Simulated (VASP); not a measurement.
# Ti (Im-3m) in VASP: a series of runs

One crystal, Ti, is run at these levels: PBE; tasks: single point.

All numbers are computed with VASP 6.6.1; they aren't measurements. Logs are shortened: lines on timing, memory, paths and dates and some standing lists are left out, and cuts for length are marked.

**1. The undisturbed crystal**

Symmetry: Im-3m, No. 229, cubic system. The conventional cell has a = 3.256 Å, b = 3.256 Å, c = 3.256 Å, α = 90.00°, β = 90.00°, γ = 90.00°. Around Ti (site symmetry m-3m) lie 8 Ti at 2.82 Å.

This isn't the form of Ti at room conditions, which is hcp.

**2. Single point, PBE (strained and moved within the space group)**

INCAR reads:

```
SYSTEM = Ti
PREC     = Accurate       ! precision mode
ENCUT    = 520            ! plane-wave cutoff, eV
EDIFF    = 1E-6           ! SCF threshold, eV
ISMEAR   = 0              ! smearing method
SIGMA    = 0.1            ! smearing width, eV
LREAL    = .FALSE.        ! projectors in reciprocal space
LASPH    = .TRUE.         ! aspherical terms in the spheres
NELM     = 60             ! most SCF steps
ALGO     = Fast           ! electronic algorithm
ISIF     = 2              ! what is computed and relaxed
LWAVE    = .FALSE.        ! write WAVECAR
LCHARG   = .TRUE.         ! write CHGCAR
GGA      = PE             ! functional
LELF     = .TRUE.         ! ELF
LVHAR    = .TRUE.       
NBANDS   = 12             ! bands
```

KPOINTS reads:

```
regular mesh
0
G
  18 18 18
  0 0 0
```

POSCAR reads:

```
Ti
1.0
   -1.6055215800      1.6055215800      1.6055215800
    1.6055215800     -1.6055215800      1.6055215800
    1.6055215800      1.6055215800     -1.6055215800
Ti
1
Direct
    0.0000000000      0.0000000000      0.0000000000
```

Potentials or basis: VASP PAW PBE potentials, release 64 (Ti_sv).

Run with:

```console
cat potpaw_PBE.64/Ti_sv/POTCAR > POTCAR
mpirun -np 1 vasp_std > vasp.out
```

OUTCAR:

```text
SYSTEM = Ti
   PREC = Accurate
   ENCUT = 520
   EDIFF = 1E-6
   ISMEAR = 0
   LREAL = .FALSE.
   LASPH = .TRUE.
   NELM = 60
   ISIF = 2
   GGA = PE

 ion  position               nearest neighbor table
   1  0.000  0.000  0.000-

  LATTYP: Found a body centered cubic cell.
 ALAT       =     3.2110431600

  Lattice vectors:

 A1 = (  -1.6055215800,   1.6055215800,   1.6055215800)
 A2 = (   1.6055215800,  -1.6055215800,   1.6055215800)
 A3 = (   1.6055215800,   1.6055215800,  -1.6055215800)

Analysis of symmetry for initial positions (statically):
=====================================================================
 Subroutine PRICEL returns:
 Original cell was already a primitive cell.

 Routine SETGRP: Setting up the symmetry group for a
 body centered cubic supercell.

 Subroutine GETGRP returns: Found 48 space group operations
 (whereof 48 operations were pure point group operations)
 out of a pool of 48 trial point group operations.

The static configuration has the point symmetry O_h .

Analysis of symmetry for dynamics (positions and initial velocities):
=====================================================================
 Subroutine PRICEL returns:
 Original cell was already a primitive cell.

 Routine SETGRP: Setting up the symmetry group for a
 body centered cubic supercell.

 Subroutine GETGRP returns: Found 48 space group operations
 (whereof 48 operations were pure point group operations)
 out of a pool of 48 trial point group operations.

The dynamic configuration has the point symmetry O_h .

 Subroutine INISYM returns: Found 48 space group operations
 (whereof 48 operations are pure point group operations),
 and found     1 'primitive' translations

----------------------------------------------------------------------------------------

                                     Primitive cell

  volume of cell :      16.5542

  direct lattice vectors                    reciprocal lattice vectors
    -1.605521580  1.605521580  1.605521580     0.000000000  0.311425275  0.311425275
     1.605521580 -1.605521580  1.605521580     0.311425275  0.000000000  0.311425275
     1.605521580  1.605521580 -1.605521580     0.311425275  0.311425275  0.000000000

  length of vectors
     2.780844949  2.780844949  2.780844949     0.440421848  0.440421848  0.440421848

  position of ions in fractional coordinates (direct lattice)
     0.000000000  0.000000000  0.000000000

  ion indices of the primitive-cell ions
   primitive index   ion index
                 1           1

----------------------------------------------------------------------------------------

 KPOINTS: regular mesh

Automatic generation of k-mesh.
 Grid dimensions read from file:
 generate k-points for:   18   18   18

 Generating k-lattice:

  Cartesian coordinates                     Fractional coordinates (reciprocal lattice)
     0.000000000  0.017301404  0.017301404     0.055555556  0.000000000  0.000000000
     0.017301404  0.000000000  0.017301404     0.000000000  0.055555556  0.000000000
     0.017301404  0.017301404  0.000000000     0.000000000  0.000000000  0.055555556

  Length of vectors
     0.024467880  0.024467880  0.024467880

  Shift w.r.t. Gamma in fractional coordinates (k-lattice)
     0.000000000  0.000000000  0.000000000

 Subroutine IBZKPT returns following result:
 ===========================================

 Found    195 irreducible k-points:

 Following reciprocal coordinates:
            Coordinates               Weight
  0.000000  0.000000  0.000000      1.000000
  0.055556  0.000000  0.000000     12.000000
  0.111111  0.000000  0.000000     12.000000
  0.166667  0.000000  0.000000     12.000000
  0.222222  0.000000  0.000000     12.000000
  0.277778  0.000000  0.000000     12.000000
[... 16 lines left out ...]
  0.333333  0.111111  0.000000     48.000000
  0.388889  0.111111  0.000000     48.000000
 [... further k-points ...]
   k-points           NKPTS =    195   k-points in BZ     NKDIM =    195   number of bands    NBANDS=     12
   number of dos      NEDOS =    301   number of ions     NIONS =      1
   total plane-waves  NPLWV =  13824
   dimension x,y,z NGX =    24 NGY =   24 NGZ =   24
   dimension x,y,z NGXF=    48 NGYF=   48 NGZF=   48
   ions per type =               1
   NGX,Y,Z   is equivalent  to a cutoff of  14.35, 14.35, 14.35 a.u.
   NGXF,Y,Z  is equivalent  to a cutoff of  28.70, 28.70, 28.70 a.u.
 SYSTEM =  Ti
   PREC   = accura    normal or accurate (medium, high low for compatibility)
   ISTART =      0    job   : 0-new  1-cont  2-samecut
   ICHARG =      2    charge: 1-file 2-atom 10-const
   ISPIN  =      1    spin polarized calculation?
   LNONCOLLINEAR =      F non collinear calculations
   LSORBIT =      F    spin-orbit coupling
   LASPH  =      T    aspherical Exc in radial PAW
   ENCUT  =  520.0 eV  38.22 Ry    6.18 a.u.   5.17  5.17  5.17*2*pi/ulx,y,z
   NELM   =     60;   NELMIN=  2; NELMDL= -5     # of ELM steps
   EDIFF  = 0.1E-05   stopping-criterion for ELM
   LREAL  =      F    real-space projection
   EDIFFG = 0.1E-04   stopping-criterion for IOM
   NSW    =      0    number of steps for IOM
   IBRION =     -1    ionic relax: 0-MD 1-quasi-New 2-CG
   NFREE  =      0    steps in history (QN), initial steepest desc. (CG)
   ISIF   =      2    stress and relaxation
   ISYM   =      2    0-nonsym 1-usesym 2-fastsym
   POTIM  = 0.5000    time-step for ionic-motion
   TEBEG  =    0.0;   TEEND  =   0.0 temperature during run
   PSTRESS=    0.0 pullay stress
   NELECT =      12.0000    total number of electrons
   NUPDOWN=      -1.0000    fix difference up-down
   EMIN   =  10.00;   EMAX   =-10.00  energy-range for DOS
   EFERMI =   0.00;   METHOD = LEGACY
   ISMEAR =     0;   SIGMA  =   0.10  broadening in eV -4-tet -1-fermi 0-gaus
   EFERMI_NEDOS =   21; number of points for ismear=-14 and -15
   IALGO  =     68    algorithm
   IMIX   =      4    mixing-type and parameters
     AMIX     =   0.40;   BMIX     =  1.00
     AMIX_MAG =   1.60;   BMIX_MAG =  1.00
  volume/ion in A,a.u.               =      16.55       111.71
  Fermi-wavevector in a.u.,A,eV,Ry     =   1.470615  2.779060 29.425450  2.162710
  Thomas-Fermi vector in A             =   2.585851
   LORBIT       =      0    0 simple, 1 ext, 2 COOP (PROOUT), +10 PAW based schemes
   GGA     = PE    functional components
   LHFCALC =     F    Hartree Fock is set to
   AEXX    =    0.0000 exact exchange contribution
   IVDW    =     0    specifies the selected vdW correction
   LEPSILON=     F    determine dielectric tensor
   LRPA    =     F    only Hartree local field effects (RPA)
 non-spin polarized calculation
 RMM-DIIS sequential band-by-band and
 Gauss-broadening in eV      SIGMA  =   0.10
  energy-cutoff  :      520.00
  volume of cell :       16.55
 maximum number of plane-waves:       466
 NGX is ok and might be reduce to    24
   NGX = 11   NGY = 11   NGZ = 11

 number of electron      12.0000000 magnetization

 Free energy of the ion-electron system (eV)
  ---------------------------------------------------
  ext. energy  EPLUGINS =         0.00000000
  ---------------------------------------------------
  free energy    TOTEN  =        -7.72153130 eV

  energy without entropy =       -7.71055962  energy(sigma->0) =       -7.71604546

 E-fermi :   8.5943     XC(G=0): -11.7213

 val. band max:        8.5921117435   @ k =  -0.4444   0.5000   0.1111
 cond. band min:       8.6083836539   @ k =   0.2222   0.2222   0.0000
 fundamental gap:      0.0162719104
 Fermi energy:         8.5942663384

 k-point     1 :       0.0000    0.0000    0.0000
  band No.  band energies     occupation
      1     -47.8460      2.00000
      2     -23.6422      2.00000
      3     -23.6422      2.00000
      4     -23.6422      2.00000
      5       2.5401      2.00000
      6       9.6244      0.00000
      7       9.6244      0.00000
      8       9.6244      0.00000
      9      11.4879      0.00000
     10      11.4879      0.00000
     11      26.3509      0.00000
     12      26.3509      0.00000

 k-point     2 :       0.0556    0.0000    0.0000
  band No.  band energies     occupation
      1     -47.8413      2.00000
      2     -23.6670      2.00000
      3     -23.6497      2.00000
      4     -23.6423      2.00000
      5       2.6510      2.00000
      6       9.5723      0.00000
      7       9.6105      0.00000
      8       9.7063      0.00000
      9      11.4253      0.00000
     10      11.4908      0.00000
     11      26.2142      0.00000
     12      26.4506      0.00000

 k-point     3 :       0.1111    0.0000    0.0000
  band No.  band energies     occupation
      1     -47.8276      2.00000
      2     -23.7378      2.00000
      3     -23.6713      2.00000
      4     -23.6429      2.00000
      5       2.9755      2.00000
      6       9.4255      0.00000
      7       9.5496      0.00000
      8       9.9473      0.00000
      9      11.2828      0.00000
     10      11.5018      0.00000
     11      25.7451      0.00000
     12      26.2559      0.00000

 k-point     4 :       0.1667    0.0000    0.0000
  band No.  band energies     occupation
      1     -47.8066      2.00000
      2     -23.8452      2.00000
      3     -23.7042      2.00000
      4     -23.6436      2.00000
      5       3.4874      2.00000
      6       9.2095      0.00000
      7       9.4018      0.00000
      8      10.3333      0.00000
      9      11.1661      0.00000
     10      11.5261      0.00000
     11      24.8887      0.00000
     12      25.8790      0.00000

 k-point     5 :       0.2222    0.0000    0.0000
  band No.  band energies     occupation
      1     -47.7807      2.00000
      2     -23.9750      2.00000
      3     -23.7444      2.00000
      4     -23.6446      2.00000
      5       4.1368      2.00000
      6       8.9578      0.00000
      7       9.1756      0.00000
      8      10.8387      0.00000
      9      11.1521      0.00000
     10      11.5687      0.00000
     11      23.6478      0.00000
     12      25.1782      0.00000
[... 228 lines left out ...]
      1     -47.7445      2.00000
      2     -24.1288      2.00000
      3     -23.7946      2.00000
      4     -23.6760      2.00000
      5       5.1080      2.00000
      6       8.6504      0.42695
      7       8.7978      0.00400
      8      11.0657      0.00000
      9      11.7121      0.00000
     10      11.8082      0.00000
     11      22.2561      0.00000
     12      23.7253      0.00000

 k-point    22 :       0.2778    0.1111    0.0000
  band No.  band energies     occupation
      1     -47.7200      2.00000
      2     -24.2353      2.00000
      3     -23.8423      2.00000
      4     -23.6784      2.00000
      5       5.7248      2.00000
      6       8.4403      1.97056
      7       8.7312      0.05281
      8      11.1987      0.00000
      9      11.8329      0.00000
     10      12.3976      0.00000
     11      20.7292      0.00000
     12      23.0320      0.00000

 k-point    23 :       0.3333    0.1111    0.0000
  band No.  band energies     occupation
      1     -47.6998      2.00000
      2     -24.3206      2.00000
      3     -23.8818      2.00000
      4     -23.6801      2.00000
      5       6.1146      2.00000
      6       8.2937      1.99998
      7       8.8998      0.00002
      8      11.3363      0.00000
      9      11.9053      0.00000
     10      13.0016      0.00000
     11      19.3177      0.00000
     12      22.4712      0.00000

 k-point    24 :       0.3889    0.1111    0.0000
  band No.  band energies     occupation
      1     -47.6867      2.00000
      2     -24.3757      2.00000
      3     -23.9077      2.00000
      4     -23.6811      2.00000
      5       6.2661      2.00000
      6       8.2018      2.00000
      7       9.2093      0.00000
      8      11.4114      0.00000
      9      11.9952      0.00000
     10      13.4700      0.00000
     11      18.2540      0.00000
     12      22.1025      0.00000

 [... further k-points ...]

------------------------ aborting loop because EDIFF is reached ----------------------------------------

  FORCE on cell =-STRESS in cart. coord.  units (eV):
  Direction    XX          YY          ZZ          XY          YZ          ZX
  --------------------------------------------------------------------------------------
  -------------------------------------------------------------------------------------
  Total        0.4482873      0.4482873      0.4482873      0.0000000      0.0000000      0.0000000
  in kB       43.3868971     43.3868971     43.3868971      0.0000000      0.0000000      0.0000000
  external PRESSURE =      43.3868971 kB  Pullay stress =       0.0000000 kB

 VOLUME and BASIS-vectors are now :
 -----------------------------------------------------------------------------
  energy-cutoff  :      520.00
  volume of cell :       16.55
      direct lattice vectors                 reciprocal lattice vectors
    -1.605521580  1.605521580  1.605521580     0.000000000  0.311425275  0.311425275
     1.605521580 -1.605521580  1.605521580     0.311425275  0.000000000  0.311425275
     1.605521580  1.605521580 -1.605521580     0.311425275  0.311425275  0.000000000

 POSITION                                       TOTAL-FORCE (eV/Angst)
 -----------------------------------------------------------------------------------
      0.00000      0.00000      0.00000        -0.000000     -0.000000     -0.000000
 -----------------------------------------------------------------------------------
    total drift:                                0.000000      0.000000     -0.000000

  FREE ENERGIE OF THE ION-ELECTRON SYSTEM (eV)
  ---------------------------------------------------
  free  energy   TOTEN  =        -7.7215313023 eV

  energy  without entropy=       -7.7105596180  energy(sigma->0) =       -7.71604546
```

It took 40 s on 1 thread of Intel Xeon Platinum 8488C (Sapphire Rapids), shared host; peak memory 0.16 GiB.

What came out:

* Free energy: -7.7215 eV
* Pressure: 4.3 GPa
* Band gap on the k mesh: none (metal or under the smearing width)

Levels at points of the mesh, in eV from the Fermi level:
| k point | band 2 | band 3 | band 4 | band 5 | band 6 | band 7 | band 8 | band 9 | band 10 | band 11 |
| --- | --- | --- | --- | --- | --- | --- | --- | --- | --- | --- |
| (0.00, 0.00, 0.00) | -32.24 | -32.24 | -32.24 | -6.05 | 1.03 | 1.03 | 1.03 | 2.89 | 2.89 | 17.76 |
| (0.50, 0.00, 0.00) | -33.02 | -32.48 | -32.24 | -2.57 | -0.45 | 1.29 | 2.89 | 3.26 | 4.53 | 9.31 |
| (0.50, 0.50, 0.50) | -32.77 | -32.77 | -32.77 | -2.27 | -2.27 | 4.15 | 4.15 | 4.15 | 8.78 | 8.78 |

**3. Single point, PBE (strained and moved within the space group)**

INCAR reads:

```
SYSTEM = Ti
PREC = Accurate ; ENCUT = 520
EDIFF = 1E-7 ; ISMEAR = 0
SIGMA = 0.1 ; LREAL = .False.
LASPH = .True. ; NELM = 60
ALGO = Normal ; ISIF = 2
LWAVE = .False. ; LCHARG = .True.
GGA = PE ; LELF = .True.
LVHAR = .True. ; NBANDS = 12
```

KPOINTS reads:

```
Automatic mesh
0
Gamma
  18 18 18
  0 0 0
```

POSCAR reads:

```
Ti
1.0
   -1.7078543400      1.7078543400      1.7078543400
    1.7078543400     -1.7078543400      1.7078543400
    1.7078543400      1.7078543400     -1.7078543400
Ti
1
Direct
    0.0000000000      0.0000000000      0.0000000000
```

Potentials or basis: VASP PAW PBE potentials, release 64 (Ti_sv).

Run with:

```console
cat potpaw_PBE.64/Ti_sv/POTCAR > POTCAR
mpirun -np 1 vasp_std > vasp.out
```

Run time: 24 s. Hardware: 1 thread of Intel Xeon Platinum 8488C (Sapphire Rapids), shared host; peak memory 0.16 GiB.

Results (log left out):

```yaml
Free_energy: -7.6177 eV
Pressure: -12.0 GPa
Band_gap_on_the_k_mesh: none (metal or under the smearing width)
```

Levels at points of the mesh, in eV from the Fermi level:
| k point | band 2 | band 3 | band 4 | band 5 | band 6 | band 7 | band 8 | band 9 | band 10 | band 11 |
| --- | --- | --- | --- | --- | --- | --- | --- | --- | --- | --- |
| (0.00, 0.00, 0.00) | -32.80 | -32.80 | -32.80 | -5.63 | 0.85 | 0.85 | 0.85 | 2.33 | 2.33 | 16.44 |
| (0.50, 0.00, 0.00) | -33.23 | -32.94 | -32.80 | -2.15 | -0.29 | 0.80 | 2.30 | 2.59 | 3.56 | 7.35 |
| (0.50, 0.50, 0.50) | -33.10 | -33.10 | -33.10 | -1.69 | -1.69 | 3.28 | 3.28 | 3.28 | 7.35 | 7.35 |
